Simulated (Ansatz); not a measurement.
Runs of Ansatz 0.2.0 on MnS. Symmetry: F-43m, No. 216, cubic system. Conventional cell: a = 4.947 Å, b = 4.947 Å, c = 4.947 Å, α = 90.00°, β = 90.00°, γ = 90.00°. Around Mn (site symmetry -43m) lie 4 S at 2.14 Å. S (site symmetry -43m) is surrounded by 4 Mn at 2.14 Å. The cell is a database's computed one.

| spin | fixed moment (μB) | pressure (GPa) | moment (μB) |
| --- | --- | --- | --- |
| collinear, program default start | 0.0 | (a) | 0.00 |
| collinear, ferromagnetic start | 1.0 | -0.3 | 1.00 |
| collinear, ferromagnetic start | 2.0 | 7.1 | 2.00 |
| collinear, ferromagnetic start | 8.0 | 101.4 | 8.00 |
| collinear, ferromagnetic start | 3.0 | 17.8 | 3.00 |

Alike in all rows: task single point; level PBEsol; potentials or basis Ansatz PAW; cell as given; k mesh 8 × 8 × 8; cutoff (eV) 420; smearing fermi-dirac 0.05 eV.

Estimate the missing entries.

(a) -3.2.

Caveats: the total moment is fixed, so each spin has its own Fermi level; the PAW data sets come from PBE, with cores solved anew for the run's functional, which leaves a small shift of forces and pressure; the thresholds are loose for stress; a cell with one magnetic atom can't hold antiferromagnetic order, which such compounds often take (some runs); a pressure of tens of GPa on the cell as given is suspect, and the run, the potentials or the cell itself is likely at fault (some runs).
